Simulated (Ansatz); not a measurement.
**How far is this Hf₄C from the hull?**

Method: DFT PBE, scalar-relativistic, plane waves, PAW in Ansatz. All cells share a 420 eV cutoff and Γ-centred k meshes spaced at most about 0.3 Å⁻¹ (about 0.25 or finer for metals, 2π included). No spin polarisation.

Energies over the elements count from the elements' standard structures at the same level, with no fitted energy shifts.

Temperature and zero-point effects are left out. The k mesh leaves some 4 meV/atom of noise in the energy of each metallic cell. Spin–orbit coupling, which can matter for Hf, is left out. The reference form of C is held partly by dispersion forces, which this level lacks.

The competitors are the elements and 1 reference phase of this chemical system (from databases or known types: HfC), relaxed at the same level; other known phases may be missing.

The candidate was reached from: Co4H type (P-3m1).

```xyz
5
Lattice="3.2476 0.0000 0.0000 -1.6238 2.8125 0.0000 0.0000 0.0000 10.3637" Properties=species:S:1:pos:R:3 pbc="T T T"
Hf    1.6238    0.9375    9.0761
Hf    0.0000    1.8750    1.2876
Hf    1.6238    0.9375    3.9585
Hf    0.0000    1.8750    6.4052
C     0.0000    0.0000    0.0000
```

Question: Where does it stand against these competitors?

Answer: Too close to call. Its formation energy is -0.376 eV/atom. The lowest competing mixture at this composition is this:

```
phase      space group   source  share of atoms  ΔE_f (eV/atom)
   Hf                -  element          0.6000         -0.0012
  HfC  Fm-3m (No. 225)      COD          0.4000          -0.918
```

The lowest database cell of Hf (-0.0012) lies slightly below the reference, hence the non-zero entry.

The mixture lies at -0.368 eV/atom, and the candidate lies level with it within the noise. The candidate matches no cell in the subsets of the Crystallography Open Database and the Materials Project at hand.
